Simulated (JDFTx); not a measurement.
# In (Im-3m) in JDFTx: equation of state

Aim: energy against volume of In in PBEsol, for its equilibrium volume and stiffness.

All numbers are computed with JDFTx 1.7.0 (patched build); they aren't measurements. Logs are shortened: lines on timing, memory, paths and dates and some standing lists are left out, and cuts for length are marked. The log counts tension as positive stress, the text compression.

### Step 1. Starting point

It takes space group Im-3m (No. 229, cubic). Conventional cell: a = 3.765 Å, b = 3.765 Å, c = 3.765 Å, α = 90.00°, β = 90.00°, γ = 90.00°. In (site symmetry m-3m) has 8 In at 3.26 Å as nearest neighbours.

This isn't the form of In at room conditions, which is tetragonal.

### Step 2. Equation of state, PBEsol, 25.08 Å³/atom (volume scaled by 0.94)

The input, In.in:

```
lattice \
   -3.4848355833     3.4848355833     3.4848355833 \
    3.4848355833    -3.4848355833     3.4848355833 \
    3.4848355833     3.4848355833    -3.4848355833
coords-type Lattice
ion In     0.0000000000     0.0000000000     0.0000000000 1

ion-species pseudo/In.upf
elec-cutoff 35
elec-ex-corr gga-PBEsol
kpoint-folding 10 10 10
elec-smearing Fermi 0.0018374661
elec-n-bands 12
electronic-SCF nIterations 100 energyDiffThreshold 1e-09
electronic-minimize nIterations 30 energyDiffThreshold 1e-7
forces-output-coords Cartesian

dump-name run.$VAR
dump End Ecomponents EigStats BandEigs Kpoints Forces Stress
```

Potentials or basis: PseudoDojo-SR-PBEsol-0.4.1-standard with smoothed tails.

The run is started by

```bash
$ jdftx -c 1 -i In.in -o In.out
```

What it wrote:

```text
*************** JDFTx 1.7.0 (patched build) ***************

Input parsed successfully to the following command list (including defaults):
[... the input with its defaults ...]

---------- Setting up symmetries ----------

Found 48 point-group symmetries of the bravais lattice
Found 48 space-group symmetries with basis
Applied RMS atom displacement 0 bohrs to make symmetries exact.

---------- Initializing the Grid ----------
R =
[     -3.48484      3.48484      3.48484  ]
[      3.48484     -3.48484      3.48484  ]
[      3.48484      3.48484     -3.48484  ]
unit cell volume = 169.28
G =
[ -2.71618e-17   0.901504   0.901504  ]
[   0.901504 -2.71618e-17   0.901504  ]
[   0.901504   0.901504 -2.71618e-17  ]
Minimum fftbox size, Smin = [  36  36  36  ]
Chosen fftbox size, S = [  36  36  36  ]

---------- Exchange Correlation functional ----------
Initalized PBEsol GGA exchange.
Initalized PBEsol GGA correlation.

---------- Setting up pseudopotentials ----------
Width of ionic core gaussian charges (only for fluid interactions / plotting) set to 0

Reading pseudopotential file 'pseudo/In.upf':
  'In' pseudopotential, 'PBESOL' functional
  Generated using ONCVPSP code by D. R. Hamann
  13 valence electrons, 3 orbitals, 6 projectors, 1001 radial grid points, with lMax = 2
    4D    l: 2   occupation: 10.0   eigenvalue: -0.683211
    5S    l: 0   occupation:  2.0   eigenvalue: -0.303394
    5P    l: 1   occupation:  1.0   eigenvalue: -0.092565
  Core radius for overlap checks: 2.17 bohrs.

Initialized 1 species with 1 total atoms.

Folded 1 k-points by 10x10x10 to 1000 k-points.

---------- Setting up k-points, bands, fillings ----------
Reduced to 47 k-points under symmetry.
Computing the number of bands and number of electrons
Calculating initial fillings.
nElectrons:  13.000000   nBands: 12   nStates: 47

----- Setting up reduced wavefunction bases (one per k-point) -----
average nbasis = 1674.449 , ideal nbasis = 1674.183

---------- Setting up ewald sum ----------
Optimum gaussian width for ewald sums = 2.175856 bohr.
Real space sum over 2197 unit cells with max indices [  6  6  6  ]
Reciprocal space sum over 2197 terms with max indices [  6  6  6  ]

---------- Allocating electronic variables ----------
Initializing wave functions:  linear combination of atomic orbitals
Note: number of bands (12) exceeds available atomic orbitals (9)
In pseudo-atom occupations:   s ( 2 )  p ( 1 )  d ( 10 )
	FillingsUpdate:  mu: +0.409841684  nElectrons: 13.000000
LCAOMinimize: Iter:   0  F: -56.6445061472233178  |grad|_K:  2.637e-04  alpha:  1.000e+00
	FillingsUpdate:  mu: +0.410274280  nElectrons: 13.000000
LCAOMinimize: Iter:   1  F: -56.6446909629611994  |grad|_K:  2.277e-06  alpha:  7.918e-01  linmin: -1.155e-01  cgtest:  8.934e-01
LCAOMinimize: Encountered beta<0, resetting CG.
	FillingsUpdate:  mu: +0.410278325  nElectrons: 13.000000
LCAOMinimize: Iter:   2  F: -56.6446909777245295  |grad|_K:  2.002e-07  alpha:  8.416e-01  linmin: -1.277e-04  cgtest:  6.673e-04
	FillingsUpdate:  mu: +0.410278265  nElectrons: 13.000000
LCAOMinimize: Iter:   3  F: -56.6446909778532088  |grad|_K:  8.760e-10  alpha:  9.475e-01  linmin:  3.780e-03  cgtest: -3.753e-02
LCAOMinimize: Converged (|Delta F|<1.000000e-06 for 2 iters).

-------- Electronic minimization -----------
Will mix electronic density at each iteration.
	FillingsUpdate:  mu: +0.410278265  nElectrons: 13.000000
	FillingsUpdate:  mu: +0.401824469  nElectrons: 13.000000
SCF: Cycle:  0   F: -56.655681838122035   dF: -1.099e-02   |Residual|: 7.148e-03   |deigs|: 6.289e-01
	FillingsUpdate:  mu: +0.401519323  nElectrons: 13.000000
SCF: Cycle:  1   F: -56.655751025196217   dF: -6.919e-05   |Residual|: 4.078e-03   |deigs|: 6.754e-03
	FillingsUpdate:  mu: +0.401253501  nElectrons: 13.000000
SCF: Cycle:  2   F: -56.655758846921678   dF: -7.822e-06   |Residual|: 8.988e-04   |deigs|: 1.398e-03
	FillingsUpdate:  mu: +0.401254325  nElectrons: 13.000000
SCF: Cycle:  3   F: -56.655760089204087   dF: -1.242e-06   |Residual|: 7.076e-05   |deigs|: 3.899e-04
	FillingsUpdate:  mu: +0.401253281  nElectrons: 13.000000
SCF: Cycle:  4   F: -56.655760534666797   dF: -4.455e-07   |Residual|: 4.584e-05   |deigs|: 4.310e-04
	FillingsUpdate:  mu: +0.401256760  nElectrons: 13.000000
SCF: Cycle:  5   F: -56.655760659778842   dF: -1.251e-07   |Residual|: 2.475e-05   |deigs|: 2.561e-04
	FillingsUpdate:  mu: +0.401255754  nElectrons: 13.000000
SCF: Cycle:  6   F: -56.655760715817927   dF: -5.604e-08   |Residual|: 8.252e-06   |deigs|: 2.757e-04
	FillingsUpdate:  mu: +0.401255772  nElectrons: 13.000000
SCF: Cycle:  7   F: -56.655760728957624   dF: -1.314e-08   |Residual|: 7.820e-06   |deigs|: 2.088e-04
	FillingsUpdate:  mu: +0.401256426  nElectrons: 13.000000
SCF: Cycle:  8   F: -56.655760735049725   dF: -6.092e-09   |Residual|: 6.431e-06   |deigs|: 1.886e-04
	FillingsUpdate:  mu: +0.401256453  nElectrons: 13.000000
SCF: Cycle:  9   F: -56.655760736510075   dF: -1.460e-09   |Residual|: 4.571e-06   |deigs|: 1.080e-04
	FillingsUpdate:  mu: +0.401256335  nElectrons: 13.000000
SCF: Cycle: 10   F: -56.655760737141001   dF: -6.309e-10   |Residual|: 2.791e-06   |deigs|: 9.031e-05
	FillingsUpdate:  mu: +0.401256316  nElectrons: 13.000000
SCF: Cycle: 11   F: -56.655760737349794   dF: -2.088e-10   |Residual|: 2.338e-06   |deigs|: 5.408e-05
SCF: Converged (|Delta E|<1.000000e-09 for 2 iters).

Setting wave functions to eigenvectors of Hamiltonian

# Stress tensor in Cartesian coordinates [Eh/a0^3]:
[ -4.25632e-05            0            0  ]
[            0 -4.25632e-05            0  ]
[            0            0 -4.25632e-05  ]

# Ionic positions in lattice coordinates:
ion In   0.000000000000000   0.000000000000000   0.000000000000000 1

# Forces in Cartesian coordinates:
force In   0.000000000000000  -0.000000000000000  -0.000000000000000 1

# Energy components:
   Eewald =      -44.1219132341784572
       EH =       13.3614353266802741
     Eloc =      -42.7598919462982821
      Enl =      -14.6870490892975081
      Exc =      -19.8308601828283528
 Exc_core =        9.6416464440394805
       KE =       41.7410464709701117
-------------------------------------
     Etot =      -56.6555862109127233
       TS =        0.0001745264370720
-------------------------------------
        F =      -56.6557607373497945

IonicMinimize: Iter:   0  F: -56.655760737349794  |grad|_K:  0.000e+00
IonicMinimize: Converged (|grad|_K<1.000000e-04).

#--- Lowdin population analysis ---
# oxidation-state In +0.016

Dumping 'run.eigStats' ...
	eMin: -0.140609 at state 46 ( [ +0.500000 +0.500000 +0.500000 ] spin 0 )
	HOMO: +0.399515 at state 13 ( [ +0.000000 +0.300000 +0.300000 ] spin 0 )
	mu  : +0.401256
	LUMO: +0.402674 at state 35 ( [ +0.200000 +0.400000 -0.400000 ] spin 0 )
	eMax: +1.173352 at state 46 ( [ +0.500000 +0.500000 +0.500000 ] spin 0 )
	HOMO-LUMO gap: +0.003159
	Optical gap  : +0.035747 at state 45 ( [ +0.400000 +0.500000 +0.500000 ] spin 0 )
Done!
```

It took 25 s on 1 thread of Intel Xeon Platinum 8488C (Sapphire Rapids), shared host; peak memory 0.08 GiB.

Results:

* Free energy: -1541.6818 eV
* Pressure: 1.3 GPa
* Band gap on the k mesh: none (metal or under the smearing width)

### Step 3. Equation of state, PBEsol, 25.62 Å³/atom (volume scaled by 0.96)

In.in: that of step 2 with these lines changed.

```diff
@@ -1,5 +1,5 @@
 lattice \
-   -3.4848355833     3.4848355833     3.4848355833 \
-    3.4848355833    -3.4848355833     3.4848355833 \
-    3.4848355833     3.4848355833    -3.4848355833
+   -3.5093774874     3.5093774874     3.5093774874 \
+    3.5093774874    -3.5093774874     3.5093774874 \
+    3.5093774874     3.5093774874    -3.5093774874
 coords-type Lattice
```

Potentials or basis: PseudoDojo-SR-PBEsol-0.4.1-standard with smoothed tails.

The run is started by

```bash
$ jdftx -c 1 -i In.in -o In.out
```

Wall time 25 s (1 thread of Intel Xeon Platinum 8488C (Sapphire Rapids), shared host); peak memory 0.08 GiB.

The run converged. Its results:

```
Free energy            : -1541.6843 eV
Pressure               : 0.3 GPa
Band gap on the k mesh : none (metal or under the smearing width)
```

### Step 4. Equation of state, PBEsol, 26.15 Å³/atom (volume scaled by 0.98)

In.in: that of step 3 with these lines changed.

```diff
@@ -1,5 +1,5 @@
 lattice \
-   -3.5093774874     3.5093774874     3.5093774874 \
-    3.5093774874    -3.5093774874     3.5093774874 \
-    3.5093774874     3.5093774874    -3.5093774874
+   -3.5335808557     3.5335808557     3.5335808557 \
+    3.5335808557    -3.5335808557     3.5335808557 \
+    3.5335808557     3.5335808557    -3.5335808557
 coords-type Lattice
```

The run is started by

```bash
$ jdftx -c 1 -i In.in -o In.out
```

Wall time 25 s (1 thread of Intel Xeon Platinum 8488C (Sapphire Rapids), shared host); peak memory 0.08 GiB.

It converged, with:

```
Free energy            : -1541.6839 eV
Pressure               : -0.6 GPa
Band gap on the k mesh : none (metal or under the smearing width)
```

### Step 5. Equation of state, PBEsol, 26.69 Å³/atom

In.in: that of step 4 with these lines changed.

```diff
@@ -1,5 +1,5 @@
 lattice \
-   -3.5335808557     3.5335808557     3.5335808557 \
-    3.5335808557    -3.5335808557     3.5335808557 \
-    3.5335808557     3.5335808557    -3.5335808557
+   -3.5574571263     3.5574571263     3.5574571263 \
+    3.5574571263    -3.5574571263     3.5574571263 \
+    3.5574571263     3.5574571263    -3.5574571263
 coords-type Lattice
```

The run is started by

```bash
$ jdftx -c 1 -i In.in -o In.out
```

It took 26 s on 1 thread of Intel Xeon Platinum 8488C (Sapphire Rapids), shared host; peak memory 0.08 GiB.

The run converged. Its results:

| Property | Result |
| --- | --- |
| Free energy | -1541.6807 eV |
| Pressure | -1.3 GPa |
| Band gap on the k mesh | none (metal or under the smearing width) |

### Step 6. Equation of state, PBEsol, 27.22 Å³/atom (volume scaled by 1.02)

In.in: that of step 5 with these lines changed.

```diff
@@ -1,5 +1,5 @@
 lattice \
-   -3.5574571263     3.5574571263     3.5574571263 \
-    3.5574571263    -3.5574571263     3.5574571263 \
-    3.5574571263     3.5574571263    -3.5574571263
+   -3.5810171316     3.5810171316     3.5810171316 \
+    3.5810171316    -3.5810171316     3.5810171316 \
+    3.5810171316     3.5810171316    -3.5810171316
 coords-type Lattice
```

Potentials or basis: PseudoDojo-SR-PBEsol-0.4.1-standard with smoothed tails.

The run is started by

```bash
$ jdftx -c 1 -i In.in -o In.out
```

Run time: 25 s. Hardware: 1 thread of Intel Xeon Platinum 8488C (Sapphire Rapids), shared host; peak memory 0.08 GiB.

The run converged. Its results:

| Item | Value |
| --- | --- |
| Free energy | -1541.6753 eV |
| Pressure | -2.0 GPa |
| Band gap on the k mesh | none (metal or under the smearing width) |

### Step 7. Equation of state, PBEsol, 27.75 Å³/atom (volume scaled by 1.04)

In.in: that of step 6 with these lines changed.

```diff
@@ -1,5 +1,5 @@
 lattice \
-   -3.5810171316     3.5810171316     3.5810171316 \
-    3.5810171316    -3.5810171316     3.5810171316 \
-    3.5810171316     3.5810171316    -3.5810171316
+   -3.6042711411     3.6042711411     3.6042711411 \
+    3.6042711411    -3.6042711411     3.6042711411 \
+    3.6042711411     3.6042711411    -3.6042711411
 coords-type Lattice
```

The run is started by

```bash
$ jdftx -c 1 -i In.in -o In.out
```

Wall time 27 s (1 thread of Intel Xeon Platinum 8488C (Sapphire Rapids), shared host); peak memory 0.08 GiB.

It converged, with:

```
Free energy            : -1541.6677 eV
Pressure               : -2.6 GPa
Band gap on the k mesh : none (metal or under the smearing width)
```

### Step 8. Equation of state, PBEsol, 28.29 Å³/atom (volume scaled by 1.06)

In.in: that of step 7 with these lines changed.

```diff
@@ -1,5 +1,5 @@
 lattice \
-   -3.6042711411     3.6042711411     3.6042711411 \
-    3.6042711411    -3.6042711411     3.6042711411 \
-    3.6042711411     3.6042711411    -3.6042711411
+   -3.6272289011     3.6272289011     3.6272289011 \
+    3.6272289011    -3.6272289011     3.6272289011 \
+    3.6272289011     3.6272289011    -3.6272289011
 coords-type Lattice
```

The run is started by

```bash
$ jdftx -c 1 -i In.in -o In.out
```

It took 25 s on 1 thread of Intel Xeon Platinum 8488C (Sapphire Rapids), shared host; peak memory 0.08 GiB.

The run converged. Its results:

```yaml
Free_energy: -1541.6582 eV
Pressure: -3.1 GPa
Band_gap_on_the_k_mesh: none (metal or under the smearing width)
```

### Step 9. Equation of state, PBEsol

Potentials or basis: PseudoDojo-SR-PBEsol-0.4.1-standard with smoothed tails.

No new run: the results of the series are fitted here.

What came out:

| Property | Result |
| --- | --- |
| Equilibrium volume | 25.80 Å³/atom |
| Bulk modulus | 42 GPa |
| Pressure derivative of the bulk modulus | 4.8 |

Energy against volume, from the lowest point:
```csv
volume (Å³/atom),energy (meV/atom)
25.085,2.55
25.618,0.00
26.152,0.47
26.686,3.59
27.220,9.06
27.753,16.64
28.287,26.09
```
